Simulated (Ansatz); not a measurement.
# CdTe and its competing phases

Computed with Ansatz 0.2.0, DFT PBE, scalar-relativistic, plane waves, PAW. All cells share a 420 eV cutoff and Γ-centred k meshes spaced at most about 0.3 Å⁻¹ (2π included). No spin polarisation.

Formation energies are uncorrected and refer to the elements' standard structures at the same level.

Temperature and zero-point effects are left out. These runs have no spin–orbit coupling, which can matter for Te. The reference form of Te is held partly by dispersion forces, which this level lacks.

The competitors are the elements and 1 reference phase of this chemical system (from databases or known types: CdTe), relaxed at the same level; other known phases may be missing.

The candidate was reached from: 4-connected net, two elements alternating.

```xyz
8
Lattice="8.0747 0.0000 0.0000 0.0000 8.0747 0.0000 0.0000 0.0000 4.6932" Properties=species:S:1:pos:R:3 pbc="T T T"
Cd    5.4564    5.4564    0.0000
Cd    1.4190    6.6557    2.3466
Cd    6.6557    1.4190    2.3466
Cd    2.6183    2.6183    0.0000
Te    6.5940    6.5940    2.3466
Te    1.4807    1.4807    2.3466
Te    5.5181    2.5566    0.0000
Te    2.5566    5.5181    0.0000
```

Q: Is it stable, and against what?

A: Not the lowest form: another structure of the same formula lies lower. Its formation energy is -0.427 eV/atom. The lowest competing phase at this composition is this:

| phase | space group | source | share of atoms | ΔE_f (eV/atom) |
| --- | --- | --- | --- | --- |
| CdTe | F-43m (No. 216) | COD | 1.0000 | -0.464 |

The candidate lies 37 meV/atom above this phase. The candidate matches no cell in the subsets of the Crystallography Open Database and the Materials Project at hand. That margin is within the range where metastable phases are often made. Checks: no imaginary mode on a 1×1×2 q mesh.
